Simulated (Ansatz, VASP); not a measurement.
**Two plane-wave programs on WSe2**

```
CELL_PARAMETERS angstrom
-3.27115 0.00000 0.00000
-1.63558 -2.83290 0.00000
0.00000 0.00000 16.22067
ATOMIC_POSITIONS crystal
W 0.33333 0.33333 0.61129
W 0.66667 0.66667 0.20376
Se 0.33333 0.33333 0.10057
Se 0.66667 0.66667 0.50809
Se 0.33333 0.33333 0.30696
Se 0.66667 0.66667 0.71448
```

Alike in both runs: task single point; functional PBEsol; k mesh 9 × 9 × 2; occupations gaussian, width 0.05 eV; no spin polarisation.

|  | VASP | Ansatz |
| --- | --- | --- |
| version | VASP 6.6.1 | Ansatz 0.2.0 |
| potentials or method | VASP PAW PBE potentials, release 64 (W_sv, Se) | scalar-relativistic, plane waves, PAW |
| plane-wave cutoff (eV) | 520 | 420 |
| valence electrons in the cell | 52 | 92 |

```tsv
	VASP	Ansatz	Ansatz less VASP
gap on the k mesh at the Fermi level (eV)	1.49	1.49	-0.001
least direct gap on the mesh (eV)	1.64	1.65	+0.003
pressure (GPa)	0.3	-0.1	-0.34
largest component of the traceless stress (GPa)	0.05	0.02	-0.032
rms of the force components (eV/Å)	0.028	0.015	-0.0130
```

Atom by atom the forces differ by 0.029 eV/Å (rms over components). The two sets of potentials don't hold the same shells in valence.

Caveats: the PAW data sets were made with another functional, which shifts forces and pressure a little (VASP); spin-orbit coupling is left out, which moves the levels of the heavy elements; an odd mesh through Γ misses points on the zone boundary, where band edges often lie.
